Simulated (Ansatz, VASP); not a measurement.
**AlGa3As2 in VASP and in Ansatz**

```
Al Ga As
1.0
     6.67953    0.00000    0.00000
    -3.33976    5.78464    0.00000
     0.00000    0.00000    3.63502
Al Ga As
1 3 2
Direct
  0.00000 0.00000 0.00000
  0.50000 0.50000 0.50000
  0.50000 0.00000 0.50000
  0.00000 0.50000 0.50000
  0.66667 0.33333 0.00000
  0.33333 0.66667 0.00000
```

Change from the starting cell: species swapped into the LaB2Ir3 type (P6/mmm, No. 191).

Alike in both runs: functional PBE; k mesh 3 × 3 × 6; occupations gaussian, width 0.1 eV; no spin polarisation.

Ansatz relaxed the structure, and its values are those at the end. VASP's run is a single point on that final structure, the one shown.

```csv
,VASP,Ansatz
version,VASP 6.6.1,Ansatz 0.2.0
potentials or method,"VASP PAW PBE potentials, release 64 (Al, Ga_d, As)","scalar-relativistic, plane waves, PAW"
plane-wave cutoff (eV),520,420
valence electrons in the cell,52,72
```

```tsv
	VASP	Ansatz	Ansatz less VASP
gap on the k mesh at the Fermi level (eV)	none	none	-
pressure (GPa)	0.1	0.0	-0.13
```

A gap of «none» marks a metal or a gap that the smearing closes. The two sets of potentials don't hold the same shells in valence.

Caveats: the k mesh is coarse (spacing up to 0.36 Å⁻¹), so the values aren't converged.
